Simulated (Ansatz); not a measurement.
This script makes relaxations under a series of pressures of TaC, space group Fm-3m with Ansatz 0.2.0 through its Python package.

`compress_tac.py`
```python
import logging
import sys

import ansatz as az
import numpy as np
import pandas as pd

logging.basicConfig(stream=sys.stdout, format="%(levelname)s %(message)s")
log = logging.getLogger("calc")
log.setLevel(logging.INFO)

def edges_and_angles(cell):
    cell = np.asarray(cell)
    a, b, c = np.linalg.norm(cell, axis=1)
    cosines = cell[1] @ cell[2] / (b * c), cell[0] @ cell[2] / (a * c), cell[0] @ cell[1] / (a * b)
    return (a, b, c, *np.degrees(np.arccos(cosines)))

vectors = np.array([
    [0.0, 2.223, 2.223],
    [2.223, 0.0, 2.223],
    [2.223, 2.223, 0.0],
])
crystal = (
    az.Lattice.of(vectors)
    .atom("Ta", [0.0, 0.0, 0.0])
    .atom("C", [0.5, 0.5, 0.5])
)

base = (
    crystal.calculation()
    .functional("pbe")
    .basis(420)
    .kpoints(12, center="gamma")
    .occupations("Fermi-Dirac")
)

rows = []
for pressure in [-2, 0, 2, 5, 10]:
    done = base.relax(cell=True, pressure=pressure, max_steps=40).run(threads=1)
    cell = done.lattice.cell_ang
    n_atoms = len(done.lattice.sites)
    volume = abs(np.linalg.det(cell)) / n_atoms
    enthalpy = done.report["free_energy_ev"] / n_atoms + pressure * volume / 160.21766
    rows.append((pressure, volume, enthalpy, *edges_and_angles(cell)))
    log.info(f"{pressure} GPa done: {volume:.4f} A^3/atom")

table = pd.DataFrame(rows, columns=["P_GPa", "V_A3_atom", "H_eV_atom", "a", "b", "c", "alpha", "beta", "gamma"])
print(table.round(4).to_string(index=False))
p, v = np.array([row[0] for row in rows], float), np.array([row[1] for row in rows])
print("mean bulk modulus between rows (GPa):", np.round(-np.diff(p) / np.diff(np.log(v)), 1))
```

From its runs, with one value withheld:

| P (GPa) | relaxed V (Å³/atom) |
| --- | --- |
| -2 | 11.280 |
| 0 | 11.208 |
| 2 | 11.141 |
| 5 | 11.043 |
| 10 | ? |

What volume does the cell relax to at 10 GPa?

Murnaghan's form V = V0 (1 + B' P / B0)^(-1/B') through the 4 rows shown gives V0 = 11.209 Å³, B0 = 320.8 GPa and B' = 6.54, and so 10.895 Å³ an atom at 10 GPa. The run gave 10.890 Å³, 0.04 % away.

What to keep in mind:
- At a fixed pressure a relaxation lowers the enthalpy F + PV, while F alone can rise.
- The mesh is modest for a metal, so energies can be off by several to tens of meV an atom and pressures by half a GPa or more; differences at equal mesh fare better.
- Of the deposited cell: the entry's cell lengths or inner coordinates differ somewhat from later room-temperature determinations.
- Spin-orbit coupling, which matters for elements this heavy, is left out.
- The starting cell is as deposited in a crystallographic database; the results hold for this polymorph, which needn't be the stable one.
- Symmetry holds the cell in this phase, whether or not it is the stable one at each pressure.
- Hardware and time: 32 s on 1 thread of Intel(R) Xeon(R) Processor @ 2.30GHz, on a shared host, peak memory 0.56 GiB.
